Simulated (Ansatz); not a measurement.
# Fe and the effect of the dispersion correction

The cell as given:

Symmetry: Im-3m, No. 229, cubic system. The conventional cell has a = 2.886 Å, b = 2.886 Å, c = 2.886 Å, α = 90.00°, β = 90.00°, γ = 90.00°. Fe (site symmetry m-3m) has 8 Fe at 2.50 Å as nearest neighbours.

Kept alike: task relaxation of cell and atoms; functional PBE; k mesh 13 × 13 × 13; occupations fermi-dirac, width 0.05 eV; collinear spin, ferromagnetic start. Program: Ansatz, all-electron LAPW, scalar-relativistic. The mesh is that of the run's cell of 1 atom. No spin-orbit coupling.

```csv
dispersion correction,volume (Å³/atom),largest site moment (μB)
D3(BJ),11.011,2.13
D3(BJ)+ATM,11.062,2.14
D4,11.038,2.13
none,11.296,2.17
```

The relaxations keep at least the cell's symmetry (Im-3m). For a metal such a mesh leaves the last digits unconverged. Relaxations stop with a little pressure left, so the last digits of a volume or edge aren't settled. The runs hold the magnetic state that their start led to, which needn't be the lowest. Site moments count inside each atom's sphere or projector.

Q: What does the dispersion correction change here?

A: The volume runs from 11.011 (D3(BJ)) to 11.296 Å³/atom (none). Against no correction: D3(BJ) -2.5 %; D3(BJ)+ATM -2.1 %; D4 -2.3 %. Dispersion terms mostly attract and so lower the volume; the schemes' coefficients and damping set how far. The largest site moment runs from 2.13 (D3(BJ); D4) to 2.17 μB (none).
